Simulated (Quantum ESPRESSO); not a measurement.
Set up this calculation in Quantum ESPRESSO 7.5, as the native input.

```
Task                : relaxation of the atoms
Functional          : PBE
Potentials or basis : SSSP 1.3 efficiency PBE
Cutoff              : 816 eV
Density cutoff      : 5987 eV
k mesh              : 10 × 10 × 1
Occupations         : gaussian, width 0.02 eV
Spin                : no spin polarisation
Mixing beta         : 0.5
Most SCF iterations : 120
SCF threshold       : 6e-10 Ry
Most ionic steps    : 40
Forc conv thr       : 0.0004 Ry/bohr
Etot conv thr       : 1e-05 Ry
Ion dynamics        : bfgs
```

The system is MoS2, a sheet with vacuum.

```
S Mo
1.0
     3.09778    0.00000    0.00000
    -1.54889    2.68276    0.00000
     0.00000    0.00000   21.13000
S Mo
2 1
Direct
  0.66667 0.33333 0.42593
  0.66667 0.33333 0.57407
  0.33333 0.66667 0.50000
```

The cell was built by a generator and needn't be a form met in nature.

One way to write it, as run:

pw.in

```
&CONTROL
  calculation = 'relax'
  prefix = 'pwscf'
  outdir = './tmp'
  pseudo_dir = './pseudo'
  tprnfor = .true.
  disk_io = 'low'
  nstep = 40
  forc_conv_thr = 0.0004
  etot_conv_thr = 1d-05
/
&SYSTEM
  ibrav = 0
  nat = 3
  ntyp = 2
  ecutwfc = 60
  ecutrho = 440
  nbnd = 20
  occupations = 'smearing'
  smearing = 'gaussian'
  degauss = 0.00146997
/
&ELECTRONS
  conv_thr = 6d-10
  electron_maxstep = 120
  mixing_beta = 0.5
/
&IONS
  ion_dynamics = 'bfgs'
/
ATOMIC_SPECIES
S     32.0600 s_pbe_v1.4.uspp.F.UPF
Mo    95.9500 Mo_ONCV_PBE-1.0.oncvpsp.upf
CELL_PARAMETERS angstrom
   3.0977800000    0.0000000000    0.0000000000
  -1.5488900000    2.6827561754    0.0000000000
   0.0000000000    0.0000000000   21.1300000000
ATOMIC_POSITIONS crystal
S      0.6666666667    0.3333333333    0.4259346900
Mo     0.3333333333    0.6666666667    0.5000000000
S      0.6666666667    0.3333333333    0.5740653100
K_POINTS automatic
10 10 1 0 0 0
```

Potentials or basis: SSSP 1.3 efficiency PBE.

Run with:

```console
$ OMP_NUM_THREADS=1 pw.x -in pw.in > pw.out
```

Results of the run:

```json
{
 "Energy gained by relaxing": "4.9 meV/atom",
 "Ionic steps": "5",
 "Band gap on the k mesh": "2.00 eV, indirect (least direct gap 2.23 eV)"
}
```

Run time: 4.9 min on 1 thread of Intel(R) Xeon(R) Platinum 8375C CPU @ 2.90GHz (Ice Lake), on a shared host, peak memory 0.68 GiB.
